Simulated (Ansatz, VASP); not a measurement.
# Sr: VASP beside Ansatz

The input INCAR:

```
SYSTEM = Sr
ALGO     = Normal         ! electronic algorithm
EDIFF    = 1E-6           ! SCF threshold, eV
ENCUT    = 520            ! plane-wave cutoff, eV
GGA      = PS             ! functional
ISIF     = 2              ! what is computed and relaxed
ISMEAR   = -1             ! smearing method
LASPH    = .True.         ! aspherical terms in the spheres
LCHARG   = .True.         ! write CHGCAR
LELF     = .True.         ! ELF
LREAL    = .False.        ! projectors in reciprocal space
LVHAR    = .True.       
LWAVE    = .False.        ! write WAVECAR
NBANDS   = 11             ! bands
NELM     = 100            ! most SCF steps
PREC     = Accurate       ! precision mode
SIGMA    = 0.08           ! smearing width, eV
```

The input KPOINTS:

```
k-points
0
Gamma
  11 11 11
  0 0 0
```

POSCAR

```
Sr
1.0
   -2.1256323524      2.1256323524      2.1256323524
    2.1256323524     -2.1256323524      2.1256323524
    2.1256323524      2.1256323524     -2.1256323524
Sr
1
Direct
    0.0000000000      0.0000000000      0.0000000000
```

Input for Ansatz:

```yaml
crystal:
  lattice:
    - [-2.1256323524, 2.1256323524, 2.1256323524]
    - [2.1256323524, -2.1256323524, 2.1256323524]
    - [2.1256323524, 2.1256323524, -2.1256323524]
  atoms:
    - { symbol: Sr, position: [0.0, 0.0, 0.0] }
kpoints:
  mp_grid: { grid: [11, 11, 11] }
scf:
  occupations: { method: fermi_dirac, width: 0.08 }
hamiltonian:
  xc: pbesol
  pseudopotentials: { kind: paw }
output:
  forces: true
  stress: true
  eigenvalues: true
  populations: true
```

Change from the starting cell: volume scaled by 0.75, PAW files.

Alike in both runs: task single point; functional PBEsol; k mesh 11 × 11 × 11; occupations fermi-dirac, width 0.08 eV; no spin polarisation.

|  | VASP | Ansatz |
| --- | --- | --- |
| version | VASP 6.6.1 | Ansatz 0.2.0 |
| potentials or method | VASP PAW PBE potentials, release 64 (Sr_sv) | PAW with Ansatz's default frozen-core files, scalar-relativistic |
| plane-wave cutoff (eV) | 520 | 420 |
| valence electrons in the cell | 10 | 10 |

|  | VASP | Ansatz | Ansatz less VASP |
| --- | --- | --- | --- |
| pressure (GPa) | 5.6 | 5.6 | -0.04 |

The functional is the same, so the differences come from potentials, cutoffs and numerics.

Caveats: the PAW data sets were made with another functional, which shifts forces and pressure a little (VASP).
